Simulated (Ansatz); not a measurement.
## Ca (I4/mmm), comparing deformations

Method: DFT PBE, scalar-relativistic, plane waves, PAW (Ansatz). Settings: plane waves to 420 eV, k-mesh 16×16×16 (Γ-centred), Gaussian smearing 0.15 eV. No spin polarisation. Energies are free energies at this smearing, counted from the undisturbed cell; pressure is positive in compression.

Reference structure (as given, not relaxed at this level; it stands at -0.2 GPa; this bcc form isn't the usual structure):

```
Ca
1.0
    -2.20520    2.20520    2.19611
     2.20520   -2.20520    2.19611
     2.20520    2.20520   -2.19611
Ca
1
Direct
  0.50000 0.50000 0.00000
```

The cell is strained by ε times a Voigt pattern (xx, yy, zz, yz, xz, xy; engineering shear) with fractional coordinates fixed. τ = (1/V0) dE/dε comes from the stress tensor. Of each scan, only the three points used here are listed.

| pattern | ε | τ (GPa) |
| --- | --- | --- |
| (1, 1, 0, 0, 0, 0) | -0.0250 | -1.23 |
| (1, 1, 0, 0, 0, 0) | 0.0000 | 0.44 |
| (1, 1, 0, 0, 0, 0) | 0.0250 | 1.96 |
| (0, 0, 1, 0, 0, 0) | -0.0250 | -0.181 |
| (0, 0, 1, 0, 0, 0) | 0.0000 | 0.225 |
| (0, 0, 1, 0, 0, 0) | 0.0250 | 0.576 |
| (0, 0, 0, 0, 1, 0) | -0.0100 | -0.130 |
| (0, 0, 0, 0, 1, 0) | 0.0000 | 0.000 |
| (0, 0, 0, 0, 1, 0) | 0.0100 | 0.130 |

Problem. Which constants do the scans give, and which deformation costs least for the same size of strain tensor?

Solution. The slope dτ/dε at zero (parabola through three points) is pᵀCp: (1, 1, 0, 0, 0, 0) gives C11 + C22 + 2 C12 = 64 GPa; (0, 0, 1, 0, 0, 0) gives C33 = 15.1 GPa; (0, 0, 0, 0, 1, 0) gives C55 = 13.0 GPa. The size of the strain tensor, ε:ε, is ε² times 2.0, 1.0, 0.5. Per unit of it the stiffnesses are 32, 15.1, 26.1 GPa, so (0, 0, 1, 0, 0, 0) is the softest of these: at ε:ε = (1 %)² the quadratic term costs 0.20 meV/atom against 0.43 for the stiffest. These are clamped-ion values. The starting stress shifts them by about its own size.

In a metal these slopes depend on the k mesh and the smearing.